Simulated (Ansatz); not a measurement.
# P (honeycomb bilayer): converging the G0W0 gap

How do accuracy and time trade against each other in G0W0 on P (honeycomb bilayer)?

Method: G0W0 on PBE, plane waves, PAW; PAW set soft_1, in Ansatz 0.2.0.

**1. Starting point**

The cell holds 4 atoms: 4 P. Cell: a = 3.251 Å, b = 3.251 Å, c = 36.000 Å, α = 90.0°, β = 90.0°, γ = 120.0°. Regions: layer 1 (P-hc), 2 atoms (2 P); layer 2 (P-hc), 2 atoms (2 P). Vacuum lies along c.

The structure was relaxed with PBE-D3(BJ). The runs that relaxed it are not among those shown. The Coulomb interaction is cut off across the vacuum.

**2. 218 empty bands, screening to 44 eV**

G0W0 replaces the xc potential by the self-energy, built once from these orbitals. Only a window of levels is corrected, while the sums run over the empty bands that the input names. This step takes PAW set soft_1 files.

File input.yaml:

```yaml
crystal:
  lattice:
    - [3.2508893006, 0.0, 0.0]
    - [-1.6254446503, 2.8153527192, 0.0]
    - [0.0, 0.0, 36.0]
  atoms:
    - { symbol: P, position: [0.3333333333, 0.6666666667, 0.4456512842] }
    - { symbol: P, position: [0.6666666667, 0.3333333333, 0.4110341865] }
    - { symbol: P, position: [0.6666666667, 0.3333333333, 0.5889658135] }
    - { symbol: P, position: [0.3333333333, 0.6666666667, 0.5543487158] }
  periodic: [true, true, false]
kpoints:
  mp_grid: { grid: [6, 6, 1] }
hamiltonian:
  xc: pbe
  pseudopotentials: { kind: paw, azcp: { folder: soft_1 } }
scf:
  occupations: { method: fixed }
gw:
  n_empty_bands: 218
  ecut_chi: 44
  qp_bands: [v2, c2]
  qp_kpoints: band_edges
  screening: { model: contour_deformation }
```

Run with:

```bash
> ansatz run input.yaml --threads 3 --pin off --max-ram 92160MiB --backend cuda --events-out ev --progress --plain --runs-dir out --devices 1 --max-vram 13GiB
```

Numbers of over 12 decimals in the logs are rounded to 6 here.

The log of the run:

```text
GPUs: using 1 of 1 available (devices: 1).
Engine: ansatz 0.2.0, x86_64-unknown-linux-gnu
Pseudopotentials: kind: paw
Pseudopotential: P, paw, valence charge 5, recommended cutoff 420 eV (normal), soft_1/P.paw.azcp
Functional definition: PBE
  parameter kappa = 0.804
  parameter beta = 0.066725
  exchange = pbe_x(kappa = kappa, mu = beta*pi^2/3)
  correlation = pbe_c(beta = beta)
device memory: the entry about to start is reckoned to put 2.0 GiB on a device that reports 56.5 GiB free (of which the cap on the GPU budget leaves the run 13.0 GiB)
GPU FFT provider: cuFFT
GPU libraries: cuBLAS 13.8.2, cuFFT 12.4.0, cuSOLVER 12.3.4
Crystal: 4 atoms, lattice volume = 329.486 Å³
Basis set: ecut = 420 eV, 6541 PW (Γ)
Bands: 14, of which v1, the nominal top of the filled ones, is band 10 counted from 1 (9 counted from 0)
Symmetry: 12 space group operations
Space group: P-6m2 (ITA 187), of the structure as read, at distance tolerance 6.9e-5 Å
k-points: 7 of 36 (time reversal used)
Non-local potential: P, projectors of the file, l = 0: 2, l = 1: 2, l = 2: 1
PAW form: soft (Blöchl's): semilocal exchange-correlation on the pseudo side does not see the compensation charge
PAW one-centre angular grid: P, 110 points (default); XC on 64 Gauss nodes
Initial density: superposition of atomic densities (neutral atoms: chi_scale 0, normalization atom)
Initial wavefunctions: pseudopotential atomic-orbital guess
GPU buffer pool allocated for 139968 grid points (all kernels)
GPU transforms: local potential and band sums: pruned to the plane-wave sphere, on 24×24×243
Functional: x = pbe(κ = 0.804, μ = 0.219515), c = pbe(β = 0.066725)
SCF iter   1: F=—  HF=-3022.768084 eV  |F-HF|=—  |Δ(HF+E_count)|=         —  Δρ=1.88e-2  dr2=8.97e-1  ethr=3.10e-3  ⟨swp⟩=8.3  Hψ=785  notcnv=0  defer=12
preconditioner: auto → Resta (q_TF=auto, 1.710 Å⁻¹)  ε∞=2.1  [insulator: Δε(μ)=1.567 eV  Ē_g=8.909 eV  n_scr=18 (ndim 8)  ℏωp=9.1 eV  f_vac=0.691  ε∞_Penn≈2.1  vacuum switching on, ρ_ref=5.8e-3 e/Å³]
SCF iter   2: F=—  HF=-3022.587690 eV  |F-HF|=—  |Δ(HF+E_count)|=   1.80e-1  Δρ=9.80e-3  dr2=2.38e-1  ethr=3.10e-3  ⟨swp⟩=1.0  Hψ=154  notcnv=0  defer=13
SCF iter   3: F=—  HF=-3022.553964 eV  |F-HF|=—  |Δ(HF+E_count)|=   3.37e-2  Δρ=1.37e-3  dr2=9.29e-3  ethr=1.19e-3  ⟨swp⟩=2.7  Hψ=191  notcnv=0  defer=13
SCF iter   4: F=—  HF=-3022.553211 eV  |F-HF|=—  |Δ(HF+E_count)|=   7.53e-4  Δρ=7.62e-4  dr2=1.20e-2  ethr=4.64e-5  ⟨swp⟩=4.3  Hψ=271  notcnv=0  defer=14
SCF iter   5: F=—  HF=-3022.553483 eV  |F-HF|=—  |Δ(HF+E_count)|=   2.73e-4  Δρ=9.66e-4  dr2=7.11e-3  ethr=4.64e-5  ⟨swp⟩=3.3  Hψ=167  notcnv=0  defer=14
SCF iter   6: F=—  HF=-3022.551278 eV  |F-HF|=—  |Δ(HF+E_count)|=   2.21e-3  Δρ=2.02e-4  dr2=2.90e-4  ethr=3.56e-5  ⟨swp⟩=2.9  Hψ=178  notcnv=0  defer=14
SCF iter   7: F=—  HF=-3022.551232 eV  |F-HF|=—  |Δ(HF+E_count)|=   4.60e-5  Δρ=7.05e-5  dr2=2.59e-5  ethr=1.45e-6  ⟨swp⟩=4.3  Hψ=269  notcnv=0  defer=14
SCF iter   8: F=—  HF=-3022.551226 eV  |F-HF|=—  |Δ(HF+E_count)|=   6.02e-6  Δρ=3.80e-5  dr2=6.57e-6  ethr=1.29e-7  ⟨swp⟩=2.7  Hψ=174  notcnv=0  defer=14
SCF iter   9: F=—  HF=-3022.551224 eV  |F-HF|=—  |Δ(HF+E_count)|=   2.00e-6  Δρ=9.13e-6  dr2=3.11e-7  ethr=3.28e-8  ⟨swp⟩=3.3  Hψ=221  notcnv=0  defer=14
SCF iter  10: F=-3022.551224 eV  HF=-3022.551224 eV  |F-HF|=6.68e-9  |Δ(HF+E_count)|=   9.67e-8  Δρ=2.64e-6  dr2=2.15e-8  ethr=5.00e-10  ⟨swp⟩=12.1  Hψ=808  notcnv=0
SCF 1 converged in 10 iterations: F = -3022.551224 eV  dr2 = 2.15e-8
  greatest PAW one-centre occupation: 0.815 electrons in one spin orbital (limit 2), on the P atom at site 3 (counted from 0), in its partial waves of l = 0
device memory: the entry about to start is reckoned to put 2.7 GiB on a device that reports 54.6 GiB free (of which the cap on the GPU budget leaves the run 13.0 GiB)
NSCF: frozen V_eff on 7 k-points
the band table was solved once the SCF had ended and its energy, with any forces and stress, was formed, with the checks that follow a solve (976 applications of the Hamiltonian). They found nothing against the state; the energy, forces and stress were not computed again (output.eigenvalues in the input reference)
device memory: the entry about to start is reckoned to put 5.0 GiB on a device that reports 52.9 GiB free (of which the cap on the GPU budget leaves the run 13.0 GiB)
NSCF: frozen V_eff on 7 k-points
G₀W₀ screening: q 1/7
[... further progress lines ...]
SCF converged after 10 iterations
Free energy (F): -3022.551224 eV
Harris-Foulkes:  -3022.551224 eV  (|F-HF|=6.68e-9)
Internal energy: -3022.551224 eV  (E = F + TS)
E sigma→0 (E₀):  -3022.551224 eV
Fermi energy:    -5.871823 eV
--- Per-component energies (eV) ---
  E_band       = -227.830735
  E_kinetic    = 272.066022
  E_local      = -23663.919239  (includes V_loc(G=0)·N_el)
  E_nonlocal   = 130.808269
  E_hartree    = 11652.778657
  E_xc         = -289.709418
  E_vxc        = -241.470370  (∫ρ·V_xc dr)
  E_paw        = -2232.697100  (= ΣΔE_a)
  E_vpaw       = -30.875868  (= ΣTr[D̂ρ^β])
  E_aug_tail   = -0.000001  (compensation charges beyond the density's cutoff)
  E_ewald      = 11108.121587
  E_smearing   = -0.000000  (= −TS)
  E_closure    = 0.000000  (closes the sum)
  Σ components = -3022.551224   (vs F -3022.551224, Δ=0.00e0)
--- Band table (eV; the first three rows and the last of 7) ---
  k-point 0: bands = [... 6 lower, -6.1938, -6.1834, -6.1834, -6.1602, -2.1776, -2.1776, -2.1724, -2.1475]
  k-point 1: bands = [... 6 lower, -7.0063, -6.9946, -6.8176, -5.9557, -3.2026, -3.1176, -1.2135, -1.1596]
  k-point 2: bands = [... 6 lower, -8.0277, -8.0152, -6.6848, -6.2141, -4.3544, -4.0616, -2.2798, -1.8145]
  k-point 6: bands = [... 6 lower, -8.1700, -7.9464, -7.8751, -7.6836, -4.2165, -3.9110, -1.0286, -0.9480]
--- G₀W₀: contour deformation, 6 samples at zero and on the imaginary axis and 1 off it, 36 q-points, 218 empty bands' worth ---
  eigenvalues of the whole cell's RPA ε∞ on this k-mesh (on a slab, of 1 + 4πα/V) = 1.2021, 4.2483, 4.2483; static W/v taken at q = 0 is 0.414080
  gw.qp_kpoints: band_edges: 6 of 7 stored k-points solved, in 1 pass; an edge of the gap read off the rows below is read off those points alone
    valence top: of the k-points left out ik 5 came nearest to being solved in a further pass, in band 9 (counted from 1, as in the quasiparticle table): it holds the edge there only if its correction is more favourable than any solved in that band by at least 1.064 eV; those differ by 0.445 eV
    conduction bottom: of the k-points left out ik 5 came nearest to being solved in a further pass, in band 11 (counted from 1, as in the quasiparticle table): it holds the edge there only if its correction is more favourable than any solved in that band by at least 0.939 eV; those differ by 0.352 eV
    ik  band        ε_KS         Σx   Σc(E_QP)       V_xc       Z   E_QP_lin       E_QP  E_QP is
     0     9     -6.1834   -16.7599     1.5736   -15.1590  0.7514    -6.2107    -6.2107  root
     0    10     -6.1602   -14.4327     1.8508   -12.1942  0.7331    -6.5515    -6.5478  root
     0    11     -2.1776    -8.7859    -4.1503   -13.8800  0.7271    -1.2161    -1.2338  root
     0    12     -2.1776    -8.7859    -4.1503   -13.8800  0.7271    -1.2161    -1.2338  root
     1     9     -6.8176   -14.0920     2.0774   -11.5429  0.7192    -7.3007    -7.2895  root
     1    10     -5.9557   -14.7100     1.7440   -12.6277  0.7362    -6.2963    -6.2938  root
     1    11     -3.2026    -8.7685    -3.7589   -13.3720  0.7459    -2.3430    -2.3579  root
     1    12     -3.1176    -8.7188    -3.8134   -13.3910  0.7441    -2.2438    -2.2589  root
     2     9     -6.6848   -15.3828     2.0139   -13.0353  0.7238    -7.0217    -7.0184  root
     2    10     -6.2141   -15.6846     1.7314   -13.7236  0.7330    -6.4448    -6.4437  root
     2    11     -4.3544    -7.9999    -3.3676   -12.0289  0.7607    -3.6850    -3.6931  root
     2    12     -4.0616    -8.2313    -3.4607   -12.4100  0.7567    -3.3326    -3.3437  root
     3     9     -7.7313   -15.2089     2.2267   -12.6413  0.7115    -8.0777    -8.0722  root
     3    10     -7.4053   -15.3501     2.0494   -13.0145  0.7166    -7.6953    -7.6914  root
     3    11     -4.1823    -7.9267    -3.5961   -12.2478  0.7606    -3.4464    -3.4572  root
     3    12     -4.0687    -7.9258    -3.6497   -12.3226  0.7593    -3.3095    -3.3216  root
     4     9     -6.5154   -14.8632     1.9559   -12.5279  0.7270    -6.8989    -6.8947  root
     4    10     -5.8718   -15.4792     1.7182   -13.5041  0.7366    -6.1300    -6.1287  root
     4    11     -2.7979    -8.1498    -3.5958   -12.4472  0.7507    -2.0834    -2.0963  root
     4    12     -2.4215    -8.2804    -3.7799   -12.8277  0.7446    -1.6316    -1.6541  root
     6     9     -7.8751   -16.2722     2.5015   -13.4899  0.6982    -8.1587    -8.1557  root
     6    10     -7.6836   -16.3039     2.3593   -13.6953  0.7116    -7.9348    -7.9329  root
     6    11     -4.2165    -7.0878    -3.3009   -10.9800  0.7560    -3.6186    -3.6252  root
     6    12     -3.9110    -7.3532    -3.4176   -11.4238  0.7508    -3.2489    -3.2581  root
```

Elapsed: 13 s, on 1 × NVIDIA H100 80GB HBM3 (shared by 6 runs) with 3 threads of AMD EPYC 7R13 (Zen 3), shared host; peak memory 1.3 GiB.

This step gave:

```
bands summed                                 : 228
plane waves in the screening matrix          : 213
q-points in the mesh                         : 36
G0W0 gap on the mesh                         : 2.436 eV
k of the valence top                         : 0.1667, 0.1667, 0
k of the conduction bottom                   : 0, 0.3333, 0
starting gap on the mesh                     : 1.517 eV
Z at the valence top                         : 0.7366
Z at the conduction bottom                   : 0.7607
least direct G0W0 gap on the computed points : 2.751 eV
```

The gap on the mesh goes from 1.52 eV to 2.44 eV, a correction of +0.92 eV. Between the two edge states, bare exchange in place of the xc potential would open the gap by 6.00 eV, and correlation takes back 5.09 eV.

**3. 535 empty bands, screening to 80 eV**

Bands and screening cutoff are moved together, since each hides the error of the other.

Edit input.yaml of step 2 so:

```diff
@@ -18,5 +18,6 @@
   occupations: { method: fixed }
+  convergence: { dr2_threshold: 1.0e-10 }
 gw:
-  n_empty_bands: 218
-  ecut_chi: 44
+  n_empty_bands: 535
+  ecut_chi: 80.0
   qp_bands: [v2, c2]
```

The log of the run:

```text
GPUs: using 1 of 1 available (devices: 1).
[...]
GPU FFT provider: cuFFT
GPU libraries: cuBLAS 13.8.2, cuFFT 12.4.0, cuSOLVER 12.3.4
Crystal: 4 atoms, lattice volume = 329.486 Å³
Basis set: ecut = 420 eV, 6541 PW (Γ)
Bands: 14, of which v1, the nominal top of the filled ones, is band 10 counted from 1 (9 counted from 0)
[... 1 set-up line as in the run before ...]
[...]
k-points: 7 of 36 (time reversal used)
[...]
GPU buffer pool allocated for 139968 grid points (all kernels)
[...]
SCF iter   1: F=—  HF=-3022.768084 eV  |F-HF|=—  |Δ(HF+E_count)|=         —  Δρ=1.88e-2  dr2=8.97e-1  ethr=3.10e-3  ⟨swp⟩=8.3  Hψ=785  notcnv=0  defer=12
[...]
SCF iter  12: F=-3022.551224 eV  HF=-3022.551224 eV  |F-HF|=1.27e-11  |Δ(HF+E_count)|=  4.59e-10  Δρ=1.09e-7  dr2=4.42e-11  ethr=1.00e-12  ⟨swp⟩=12.9  Hψ=842  notcnv=0
SCF 1 converged in 12 iterations: F = -3022.551224 eV  dr2 = 4.42e-11
[...]
NSCF: frozen V_eff on 7 k-points
[...]
WARN: eigensolver did not converge (k=0): 2 band(s) unlocked after 6 eigensolves, warm-restarted (20 sweeps on the last) at ethr=1.01e-11 eV (storage-precision floor; scheduled 1.00e-12 eV) (lowest unlocked band 548, counted from 0; max residual 9.86e-4 eV among the unlocked bands, 9.86e-4 eV over every band; other slots of this pass that fall short are told together in one closing line; warning suppressed until the next SCF loop or pass starts)
G₀W₀ screening: q 1/7
[... further progress lines ...]
SCF converged after 12 iterations
Free energy (F): -3022.551224 eV
[...]
k-point 6: bands = [... 6 lower, -8.1702, -7.9466, -7.8753, -7.6838, -4.2167, -3.9112, -1.0287, -0.9482]
[...]
band pass: the eigensolver left bands unlocked in 1 slot; of largest residual, k=0: 1 band unlocked, the lowest band 549 (counted from 1), max residual 3.19e-4 eV over all its bands; `*` marks the rows of those k-points, and any row can be off: every row's sums read bands of every k-point
[...]
0     9     -6.1836   -16.7599     1.1998   -15.1590  0.7454    -6.5874    -6.5847  root *
     0    10     -6.1604   -14.4327     1.5998   -12.1943  0.7280    -6.8098    -6.7990  root *
     0    11     -2.1778    -8.7859    -4.4346   -13.8800  0.7220    -1.5095    -1.5183  root *
     0    12     -2.1778    -8.7859    -4.4346   -13.8800  0.7220    -1.5095    -1.5183  root *
     1     9     -6.8178   -14.0921     1.8560   -11.5429  0.7151    -7.5285    -7.5110  root
     1    10     -5.9559   -14.7100     1.4729   -12.6278  0.7308    -6.5736    -6.5651  root
     1    11     -3.2027    -8.7685    -4.0145   -13.3720  0.7409    -2.6061    -2.6137  root
     1    12     -3.1178    -8.7188    -4.0699   -13.3910  0.7393    -2.5080    -2.5156  root
     2     9     -6.6850   -15.3829     1.7428   -13.0353  0.7186    -7.3028    -7.2898  root
     2    10     -6.2143   -15.6846     1.4283   -13.7236  0.7270    -6.7534    -6.7470  root
     2    11     -4.3546    -7.9999    -3.5688   -12.0289  0.7566    -3.8907    -3.8944  root
     2    12     -4.0618    -8.2313    -3.6794   -12.4100  0.7525    -3.5576    -3.5625  root
[...]
6     9     -7.8753   -16.2722     2.2252   -13.4900  0.6941    -8.4399    -8.4324  root
     6    10     -7.6838   -16.3039     2.0786   -13.6953  0.7067    -8.2254    -8.2138  root
     6    11     -4.2167    -7.0878    -3.4701   -10.9801  0.7528    -3.7914    -3.7945  root
     6    12     -3.9112    -7.3532    -3.6000   -11.4238  0.7474    -3.4362    -3.4407  root
[key lines of the parts left out:]
Fermi energy:    -5.872019 eV
```

Run time: 24 s. Hardware: 1 × NVIDIA H100 80GB HBM3 (shared by 6 runs) with 3 threads; peak memory 1.8 GiB.

This step gave:

```
bands summed                                 : 545
plane waves in the screening matrix          : 563
q-points in the mesh                         : 36
G0W0 gap on the mesh                         : 2.539 eV
k of the valence top                         : 0.1667, 0.1667, 0
k of the conduction bottom                   : 0, 0.3333, 0
starting gap on the mesh                     : 1.517 eV
Z at the valence top                         : 0.7306
Z at the conduction bottom                   : 0.7566
least direct G0W0 gap on the computed points : 2.853 eV
```

Against the run with 6×6×1 mesh, 218 empty bands, screening to 44 eV, PAW set soft_1 files, the gap moves by +0.10 eV.

**4. The runs together**

Times are wall times on 1 × NVIDIA H100 80GB HBM3 (shared by 6 runs) with 3 threads of AMD EPYC 7R13 (Zen 3), shared host, good to a factor of about two.

| mesh | files | frequency | bands summed | cutoff (eV) | start (eV) | G0W0 (eV) | time | host memory (GiB) |
| --- | --- | --- | --- | --- | --- | --- | --- | --- |
| 6×6×1 | PAW set soft_1 | contour deformation | 228 | 44 | 1.517 | 2.436 | 13 s | 1.3 |
| 6×6×1 | PAW set soft_1 | contour deformation | 545 | 80 | 1.517 | 2.539 | 24 s | 1.8 |

The parts of the quasiparticle energy at the two band edges (eV; QP = start + Σx + Σc − Vxc):

| run | edge | start | Σx | Σc | Vxc | Z | QP |
| --- | --- | --- | --- | --- | --- | --- | --- |
| 228 bands | valence top | -5.87 | -15.48 | 1.72 | -13.50 | 0.74 | -6.13 |
| 228 bands | conduction bottom | -4.35 | -8.00 | -3.37 | -12.03 | 0.76 | -3.69 |
| 545 bands | valence top | -5.87 | -15.48 | 1.41 | -13.50 | 0.73 | -6.43 |
| 545 bands | conduction bottom | -4.35 | -8.00 | -3.57 | -12.03 | 0.76 | -3.89 |

**5. Results**

```
228 bands, 44 eV                    : 2.436 eV
545 bands, 80 eV                    : 2.539 eV
estimated limit in bands and cutoff : 2.61 eV
mesh and start                      : 6×6×1, PBE
```

A line in one over the bands through the two rungs gives 2.61 eV, +0.07 eV from the top rung; with two points alone it is an unchecked estimate. The rungs stand 0.18 eV (228 bands) and 0.07 eV (545 bands) from it. From 228 to 545 bands the gap moves by +0.10 eV. Σc changes by −0.30 eV at the valence top and −0.20 eV at the conduction bottom, so the levels themselves move more than the gap between them. The 6×6×1 mesh misses a band edge: over a band path and its finer mesh (run apart) the PBE gap is 1.49 eV, so the G0W0 gap over the zone may lie about 0.03 eV below its value on the mesh. The mesh in the plane is coarse for a sheet; gap and any exciton binding can still move on denser ones.

[Paths, hosts, dates, memory and timing lines, banners, echoed tables and standing remarks are left out of the program output.]

[Logs are printed without paths, hosts, clocks, repeated set-up lines and the standing remarks that a program may print on its own settings, such as how far it seeks lower states.]

[Runs of the session that timed out or met a known fault of the program may be left out.]

[Cells called generated may have been cut or substituted from an entry of the Crystallography Open Database or the Materials Project.]

[Hosts, paths, dates, database ids (printed as entryN), source tags and the programs' standing remarks are cut or masked in the printed files.]
